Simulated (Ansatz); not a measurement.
Start from InN in the wurtzite structure (space group P6_3mc, No. 186).

```
CELL_PARAMETERS angstrom
      3.58085     0.00000     0.00000
     -1.79043     3.10111     0.00000
      0.00000     0.00000     5.78816
ATOMIC_POSITIONS crystal
  In 0.66667 0.33333 0.50197
  In 0.33333 0.66667 0.00197
  N  0.66667 0.33333 0.12323
  N  0.33333 0.66667 0.62323
```

Computed with PBE in Ansatz (plane waves to 420 eV, PAW, no spin-orbit coupling), earlier PAW set.

One change was made to it. Results:

| quantity | base | after |
|---|---|---|
| shortest interatomic distance | 2.183 Å | 2.171 Å |
| c/a ratio | 1.616 | 1.616 |

Problem. Name the change that was made.
A. pressure 4.5 GPa
B. pressure 30 GPa
C. pressure 2.1 GPa

Solution. C, pressure 2.1 GPa. For comparison, the shortest interatomic distance in the other runs: pressure 4.5 GPa gives 2.159 Å; pressure 30 GPa gives 2.065 Å.

A case with no gap was solved on a k-mesh chosen for an insulator, which is coarse for it. Load acts through the strain it causes; cell and atoms are relaxed under it. Whether these cells are dynamically stable was not tested. Tetrahedral semiconductors of this kind turn to denser phases somewhere between about 1 and 50 GPa; those were not computed, so compressed cells here can lie past the real transition. All final runs are without spin polarisation.

Ansatz is an electronic-structure program.
